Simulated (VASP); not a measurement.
# MgSe (Fm-3m) in VASP: notebook

The runs below take MgSe through relaxation of cell and atoms, electrostatic potential, with PBEsol.

All numbers are computed with VASP 6.6.1; they aren't measurements. Logs are shortened: lines on timing, memory, paths and dates and some standing lists are left out, and cuts for length are marked.

## 1. Starting point

It takes space group Fm-3m (No. 225, cubic). The conventional cell has a = 5.450 Å, b = 5.450 Å, c = 5.450 Å, α = 90.00°, β = 90.00°, γ = 90.00°. Mg (site symmetry m-3m) is surrounded by 6 Se at 2.73 Å. Se (site symmetry m-3m) has 6 Mg at 2.73 Å as nearest neighbours.

The cell was built by a generator and needn't be a form met in nature.

## 2. Relaxation of cell and atoms, PBEsol

File INCAR:

```
PREC = Accurate
ENCUT = 600
EDIFF = 1E-7
ISMEAR = 0
SIGMA = 0.02
LREAL = False
LASPH = True
NELM = 120
ALGO = Fast
ISIF = 3
LWAVE = False
LCHARG = False
GGA = PS
IBRION = 2
NSW = 40
EDIFFG = -0.005
```

File KPOINTS:

```
regular mesh
0
Gamma
  8 8 8
```

File POSCAR:

```
MgSe
1.0
    0.0000000000      2.7250000000      2.7250000000
    2.7250000000      0.0000000000      2.7250000000
    2.7250000000      2.7250000000      0.0000000000
Mg Se
1 1
Direct
    0.0000000000      0.0000000000      0.0000000000
    0.5000000000      0.5000000000      0.5000000000
```

Potentials or basis: VASP PAW PBE potentials, release 64 (Mg, Se).

Started as:

```console
cat potpaw_PBE.64/Mg/POTCAR potpaw_PBE.64/Se/POTCAR > POTCAR
mpirun -np 1 vasp_std > vasp.out
```

OUTCAR:

```text
PREC = Accurate
   ENCUT = 600
   EDIFF = 1E-7
   ISMEAR = 0
   LREAL = False
   LASPH = True
   NELM = 120
   ISIF = 3
   GGA = PS
   IBRION = 2
   NSW = 40
   EDIFFG = -0.005

 ion  position               nearest neighbor table
   1  0.000  0.000  0.000-   2 2.73   2 2.73   2 2.73   2 2.73   2 2.73   2 2.73
   2  0.500  0.500  0.500-   1 2.73   1 2.73   1 2.73   1 2.73   1 2.73   1 2.73

  LATTYP: Found a face centered cubic cell.
 ALAT       =     5.4500000000

  Lattice vectors:

 A1 = (   0.0000000000,   2.7250000000,   2.7250000000)
 A2 = (   2.7250000000,   0.0000000000,   2.7250000000)
 A3 = (   2.7250000000,   2.7250000000,   0.0000000000)

Analysis of symmetry for initial positions (statically):
=====================================================================
 Subroutine PRICEL returns:
 Original cell was already a primitive cell.

 Routine SETGRP: Setting up the symmetry group for a
 face centered cubic supercell.

 Subroutine GETGRP returns: Found 48 space group operations
 (whereof 48 operations were pure point group operations)
 out of a pool of 48 trial point group operations.

The static configuration has the point symmetry O_h .

Analysis of symmetry for dynamics (positions and initial velocities):
=====================================================================
 Subroutine PRICEL returns:
 Original cell was already a primitive cell.

 Routine SETGRP: Setting up the symmetry group for a
 face centered cubic supercell.

 Subroutine GETGRP returns: Found 48 space group operations
 (whereof 48 operations were pure point group operations)
 out of a pool of 48 trial point group operations.

The dynamic configuration has the point symmetry O_h .

 Subroutine INISYM returns: Found 48 space group operations
 (whereof 48 operations are pure point group operations),
 and found     1 'primitive' translations

----------------------------------------------------------------------------------------

                                     Primitive cell

  volume of cell :      40.4697

  direct lattice vectors                    reciprocal lattice vectors
     0.000000000  2.725000000  2.725000000    -0.183486239  0.183486239  0.183486239
     2.725000000  0.000000000  2.725000000     0.183486239 -0.183486239  0.183486239
     2.725000000  2.725000000  0.000000000     0.183486239  0.183486239 -0.183486239

  length of vectors
     3.853731957  3.853731957  3.853731957     0.317807488  0.317807488  0.317807488

  position of ions in fractional coordinates (direct lattice)
     0.000000000  0.000000000  0.000000000
     0.500000000  0.500000000  0.500000000

  ion indices of the primitive-cell ions
   primitive index   ion index
                 1           1
                 2           2

----------------------------------------------------------------------------------------

 KPOINTS: regular mesh

Automatic generation of k-mesh.
 Grid dimensions read from file:
 generate k-points for:    8    8    8

 Generating k-lattice:

  Cartesian coordinates                     Fractional coordinates (reciprocal lattice)
    -0.022935780  0.022935780  0.022935780     0.125000000  0.000000000  0.000000000
     0.022935780 -0.022935780  0.022935780     0.000000000  0.125000000  0.000000000
     0.022935780  0.022935780 -0.022935780     0.000000000  0.000000000  0.125000000

  Length of vectors
     0.039725936  0.039725936  0.039725936

  Shift w.r.t. Gamma in fractional coordinates (k-lattice)
     0.000000000  0.000000000  0.000000000

 Subroutine IBZKPT returns following result:
 ===========================================

 Found     29 irreducible k-points:

 Following reciprocal coordinates:
            Coordinates               Weight
  0.000000  0.000000  0.000000      1.000000
  0.125000  0.000000  0.000000      8.000000
  0.250000  0.000000  0.000000      8.000000
  0.375000  0.000000  0.000000      8.000000
  0.500000  0.000000  0.000000      4.000000
  0.125000  0.125000  0.000000      6.000000
[... 16 lines left out ...]
  0.500000  0.250000  0.125000     48.000000
 -0.375000  0.250000  0.125000     24.000000
 [... further k-points ...]
   k-points           NKPTS =     29   k-points in BZ     NKDIM =     29   number of bands    NBANDS=      8
   number of dos      NEDOS =    301   number of ions     NIONS =      2
   total plane-waves  NPLWV =  32768
   dimension x,y,z NGX =    32 NGY =   32 NGZ =   32
   dimension x,y,z NGXF=    64 NGYF=   64 NGZF=   64
   ions per type =               1   1
   NGX,Y,Z   is equivalent  to a cutoff of  13.80, 13.80, 13.80 a.u.
   NGXF,Y,Z  is equivalent  to a cutoff of  27.61, 27.61, 27.61 a.u.
 SYSTEM =  unknown system
   PREC   = accura    normal or accurate (medium, high low for compatibility)
   ISTART =      0    job   : 0-new  1-cont  2-samecut
   ICHARG =      2    charge: 1-file 2-atom 10-const
   ISPIN  =      1    spin polarized calculation?
   LNONCOLLINEAR =      F non collinear calculations
   LSORBIT =      F    spin-orbit coupling
   LASPH  =      T    aspherical Exc in radial PAW
   ENCUT  =  600.0 eV  44.10 Ry    6.64 a.u.   7.70  7.70  7.70*2*pi/ulx,y,z
   NELM   =    120;   NELMIN=  2; NELMDL= -5     # of ELM steps
   EDIFF  = 0.1E-06   stopping-criterion for ELM
   LREAL  =      F    real-space projection
   EDIFFG = -.5E-02   stopping-criterion for IOM
   NSW    =     40    number of steps for IOM
   IBRION =      2    ionic relax: 0-MD 1-quasi-New 2-CG
   NFREE  =      1    steps in history (QN), initial steepest desc. (CG)
   ISIF   =      3    stress and relaxation
   ISYM   =      2    0-nonsym 1-usesym 2-fastsym
   POTIM  = 0.5000    time-step for ionic-motion
   TEBEG  =    0.0;   TEEND  =   0.0 temperature during run
   PSTRESS=    0.0 pullay stress
   NELECT =       8.0000    total number of electrons
   NUPDOWN=      -1.0000    fix difference up-down
   EMIN   =  10.00;   EMAX   =-10.00  energy-range for DOS
   EFERMI =   0.00;   METHOD = LEGACY
   ISMEAR =     0;   SIGMA  =   0.02  broadening in eV -4-tet -1-fermi 0-gaus
   EFERMI_NEDOS =   21; number of points for ismear=-14 and -15
   IALGO  =     68    algorithm
   IMIX   =      4    mixing-type and parameters
     AMIX     =   0.40;   BMIX     =  1.00
     AMIX_MAG =   1.60;   BMIX_MAG =  1.00
  volume/ion in A,a.u.               =      20.23       136.55
  Fermi-wavevector in a.u.,A,eV,Ry     =   0.953663  1.802162 12.374136  0.909473
  Thomas-Fermi vector in A             =   2.082339
   LORBIT       =      0    0 simple, 1 ext, 2 COOP (PROOUT), +10 PAW based schemes
   GGA     = PS    functional components
   LHFCALC =     F    Hartree Fock is set to
   AEXX    =    0.0000 exact exchange contribution
   IVDW    =     0    specifies the selected vdW correction
   LEPSILON=     F    determine dielectric tensor
   LRPA    =     F    only Hartree local field effects (RPA)
 conjugate gradient relaxation of ions
 non-spin polarized calculation
 RMM-DIIS sequential band-by-band and
 Gauss-broadening in eV      SIGMA  =   0.02
  energy-cutoff  :      600.00
  volume of cell :       40.47
 maximum number of plane-waves:      1365
   NGX = 15   NGY = 15   NGZ = 15

--------------------------------------- Ionic step        1  -------------------------------------------

 number of electron       8.0000000 magnetization

 Free energy of the ion-electron system (eV)
  ---------------------------------------------------
  ext. energy  EPLUGINS =         0.00000000
  ---------------------------------------------------
  free energy    TOTEN  =        -8.10615064 eV

  energy without entropy =       -8.10615064  energy(sigma->0) =       -8.10615064

------------------------ aborting loop because EDIFF is reached ----------------------------------------

  FORCE on cell =-STRESS in cart. coord.  units (eV):
  Direction    XX          YY          ZZ          XY          YZ          ZX
  --------------------------------------------------------------------------------------
  -------------------------------------------------------------------------------------
  Total       -0.0242372     -0.0242372     -0.0242372     -0.0000000     -0.0000000      0.0000000
  in kB       -0.9595424     -0.9595424     -0.9595424     -0.0000000     -0.0000000      0.0000000
  external PRESSURE =      -0.9595424 kB  Pullay stress =       0.0000000 kB
[... 57 lines left out ...]
  energy  without entropy=       -8.1061537198  energy(sigma->0) =       -8.10615372

--------------------------------------- Ionic step        3  -------------------------------------------

 number of electron       8.0000000 magnetization

 Free energy of the ion-electron system (eV)
  ---------------------------------------------------
  ext. energy  EPLUGINS =         0.00000000
  ---------------------------------------------------
  free energy    TOTEN  =        -8.10615822 eV

  energy without entropy =       -8.10615822  energy(sigma->0) =       -8.10615822

 E-fermi :   3.2926     XC(G=0):  -9.6258

 val. band max:        3.1557712235   @ k =   0.0000   0.0000   0.0000
 cond. band min:       4.9199590131   @ k =   0.5000   0.5000   0.0000
 fundamental gap:      1.7641877897
 Fermi energy:         3.2925882563

 k-point     1 :       0.0000    0.0000    0.0000
  band No.  band energies     occupation
      1      -9.8236      2.00000
      2       3.1558      2.00000
      3       3.1558      2.00000
      4       3.1558      2.00000
      5       5.6655      0.00000
      6      10.4875      0.00000
      7      10.4875      0.00000
      8      10.4875      0.00000
[... 243 lines left out ...]
 k-point    24 :      -0.3750    0.2500    0.1250
  band No.  band energies     occupation
      1      -8.5196      2.00000
      2      -1.3262      2.00000
      3       0.8894      2.00000
      4       1.9212      2.00000
      5       7.8604      0.00000
      6       8.4862      0.00000
      7      10.8663      0.00000
      8      12.1617      0.00000

 [... further k-points ...]

------------------------ aborting loop because EDIFF is reached ----------------------------------------

  FORCE on cell =-STRESS in cart. coord.  units (eV):
  Direction    XX          YY          ZZ          XY          YZ          ZX
  --------------------------------------------------------------------------------------
  -------------------------------------------------------------------------------------
  Total       -0.0014594     -0.0014594     -0.0014594      0.0000000      0.0000000     -0.0000000
  in kB       -0.0578295     -0.0578295     -0.0578295      0.0000000      0.0000000     -0.0000000
  external PRESSURE =      -0.0578295 kB  Pullay stress =       0.0000000 kB
[... 17 lines left out ...]
  FREE ENERGIE OF THE ION-ELECTRON SYSTEM (eV)
  ---------------------------------------------------
  free  energy   TOTEN  =        -8.1061582248 eV

  energy  without entropy=       -8.1061582248  energy(sigma->0) =       -8.10615822

 reached required accuracy - stopping structural energy minimisation
```

It took 13 s on 1 thread of AMD EPYC 9R45 (Zen 5), shared host; peak memory 0.16 GiB.

Results:

```
Free energy                            : -8.1062 eV
Relaxed volume                         : 20.22 Å³/atom
Relaxed cell                           : a = 3.853 Å, b = 3.853 Å, c = 3.853 Å, α = 60.00°, β = 60.00°, γ = 60.00°
Space group after relaxing (to 0.05 Å) : Fm-3m (No. 225)
Energy gained by relaxing              : 0.0 meV/atom
Ionic steps                            : 3
Pressure after relaxing                : 0.0 GPa
Band gap on the k mesh                 : 1.76 eV, indirect (least direct gap 2.51 eV)
```

Final structure:
```
Mg Se
1.0
     0.00000    2.72420    2.72420
     2.72420    0.00000    2.72420
     2.72420    2.72420    0.00000
Mg Se
1 1
Direct
  0.00000 0.00000 0.00000
  0.50000 0.50000 0.50000
```

Caveat: the PAW data sets were made with another functional, which shifts forces and pressure a little. A k mesh can miss the band edges.

## 3. Electrostatic potential, PBEsol

File INCAR:

```
SYSTEM = MgSe
ALGO = Fast
EDIFF = 1E-7
ENCUT = 520
GGA = PS
ISIF = 2
ISMEAR = 0
LASPH = .TRUE.
LCHARG = .TRUE.
LREAL = .FALSE.
LVHAR = .TRUE.
LWAVE = .FALSE.
NELM = 60
PREC = Accurate
SIGMA = 0.02
```

File KPOINTS:

```
k-points
0
G
  8 8 8
  0 0 0
```

File POSCAR:

```
MgSe                                    
1.0
   -0.0000000000      2.7242043820      2.7242043820
    2.7242043820     -0.0000000000      2.7242043820
    2.7242043820      2.7242043820      0.0000000000
  Mg              Se            
     1     1
Direct
     0.0000000000000000    0.0000000000000000    0.0000000000000000
     0.5000000000000000    0.5000000000000000    0.5000000000000000
```

Potentials or basis: VASP PAW PBE potentials, release 64 (Mg, Se).

Started as:

```console
cat potpaw_PBE.64/Mg/POTCAR potpaw_PBE.64/Se/POTCAR > POTCAR
mpirun -np 1 vasp_std > vasp.out
```

Run time: 6.9 s. Hardware: 1 thread of AMD EPYC 9R45 (Zen 5), shared host; peak memory 0.14 GiB.

Results (log left out):

| Quantity | Value |
| --- | --- |
| Free energy | -8.1060 eV |
| Pressure | 0.0 GPa |
| Band gap on the k mesh | 1.76 eV, indirect (least direct gap 2.51 eV) |

Levels at points of the mesh, in eV from the valence-band top:
```tsv
k point	band 1	band 2	band 3	band 4	band 5	band 6	band 7	band 8
(0.00, 0.00, 0.00)	-12.98	0.00	0.00	0.00	2.51	7.33	7.33	7.33
(0.50, 0.00, 0.00)	-11.85	-5.00	-0.59	-0.59	3.71	6.04	6.04	8.60
(0.50, 0.50, 0.00)	-11.52	-4.32	-1.81	-1.81	1.76	3.83	11.65	12.13
```

Caveat: the PAW data sets were made with another functional, which shifts forces and pressure a little. A k mesh can miss the band edges.
